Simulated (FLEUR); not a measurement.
**YN under changes of volume**

One of the cells (14.500 Å³/atom); the others are scaled copies at fixed shape and fractional positions:

```
Y N
1.0
     0.00000    2.43850    2.43850
     2.43850    0.00000    2.43850
     2.43850    2.43850    0.00000
Y N
1 1
Direct
  0.00000 0.00000 0.00000
  0.50000 0.50000 0.50000
```

```yaml
Program: FLEUR MaX-R8.1 (later development tree)
Functional: BLYP
Potentials_or_basis: all-electron
Basis: FLAPW
Kmax: 4.42 1/bohr
k_mesh: 9 × 9 × 9
Occupations: fermi-dirac, width 0.05 eV
Spin: no spin polarisation
```

```tsv
volume (Å³/atom)	energy over the lowest point (meV/atom)	gap on the mesh (eV)
13.630	92.20	0.27
13.920	?	?
14.500	15.85	0.38
15.080	0.00	0.44
15.370	0.40	0.47
```

**Question.** What does the run at 13.920 Å³/atom give?

**Answer.** Energy over the lowest point 58.64 meV/atom; gap on the mesh 0.31 eV.

Worked out: A Birch-Murnaghan fit of order 2 (a polynomial in V^(-2/3)) to the other rows has its minimum at 15.19 Å³/atom with B0 = V·E''(V) = 154 GPa. It gives 58.86 meV/atom at 13.920 Å³/atom, against the run's 58.64. A straight line through the other rows of the gap, of slope 1.66 eV per unit of ln V, gives 0.31 eV, against the run's 0.31.

Energies are extrapolated to zero smearing.

Caveats: an odd mesh through Γ misses points on the zone boundary, where band edges often lie. Spin-orbit coupling on Y is left out.
